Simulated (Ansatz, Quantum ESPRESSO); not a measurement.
# Ballistic conductance of 12 planar junctions in two codes

Do pwcond's layer matching and a second code's give the same conductance at the Fermi level?

Set-up. Quantum ESPRESSO 7.5 (pw.x, pwcond.x; lead and junction from one periodic cell, ewind 4 Ry, epsproj 1e-5, nz1 7) and Ansatz 0.2.0 (PAW) on the same atoms and the same mesh across the current. Geometries are as built. G counts both spins, in G₀ = 2e²/h = 77.48 µS.

The runs side by side:

```
                                        junction        level of pw.x  lead channels per spin  pwcond (G₀)  Ansatz (G₀)  ratio  area over G (fΩ m²)
  2 layers of Mo in Pb(111), on the host's sites  PBE, GBRV ultrasoft                    1.34        0.694        0.692   1.00                 2.04
   1 layer of Mo in Au(111), on the host's sites         PBE, JTH PAW                    0.89        0.677        0.676   1.00                 1.44
 vacuum gap of 4.0 Å between two Pb(111) faces ‡  PBE, GBRV ultrasoft                    1.34         0.66        0.664   0.99                 2.14
   vacuum gap of 3.5 Å between two Li(100) faces  LDA, GBRV ultrasoft                    1.29        0.639         0.63   1.01                 2.39
   vacuum gap of 4.0 Å between two Na(100) faces  PBE, GBRV ultrasoft                    1.21        0.637        0.638   1.00                 3.58
  4 layers of Au in Rh(100), on the host's sites         PBE, JTH PAW                    2.31        0.633        0.636   1.00                 1.49
   vacuum gap of 4.0 Å between two Na(110) faces  PBE, GBRV ultrasoft                    0.86        0.632        0.633   1.00                 2.55
  4 layers of Pt in Li(100), on the host's sites  PBE, GBRV ultrasoft                    1.20        0.627        0.628   1.00                 2.44
3 layers of Pd in Nb(100), on the host's sites ‡  PBE, GBRV ultrasoft                    2.73        0.595          0.6   0.99                 2.39
   1 layer of Mo in Al(111), on the host's sites  PBE, GBRV ultrasoft                    1.14        0.593        0.566   1.05                 1.54
   4 layers of V in Al(111), on the host's sites  PBE, GBRV ultrasoft                    1.26        0.579        0.618   0.94                 1.57
   vacuum gap of 3.5 Å between two Li(110) faces  LDA, GBRV ultrasoft                    0.92        0.569        0.575   0.99                  1.9
```

What this shows: The conductance spans 0.569 to 0.694 G₀. The codes agree within 5 % on 11 and within 15 % on 12 of 12 junctions; the widest gap is a ratio of 0.94 (4 layers of V in Al(111), on the host's sites). By hand, for the first row: A/G = 10.956e−20 m² / (0.694 × 7.748e−5 S) = 2.04 fΩ m².

What the numbers leave out: ‡ marks rows that fail one of these tests: mean channel counts within 15 %, counts alike on 88 % of the mesh's weight, T within a factor of two, a step under 100 meV across the lead's period. They stay in the counts above, and unmarked rows can lie close to these limits. Rows without a moment ran or ended unpolarised, and spin-orbit coupling is left out. Leads are short, and the mesh across the current differs between rows and was not tested: the channel count of one lead shows how much it matters. Vacuum gaps count between atomic planes. Rows were grouped by the size of G.

[Logs are printed without paths, hosts, clocks, repeated set-up lines and the standing remarks that a program may print on its own settings, such as how far it seeks lower states.]
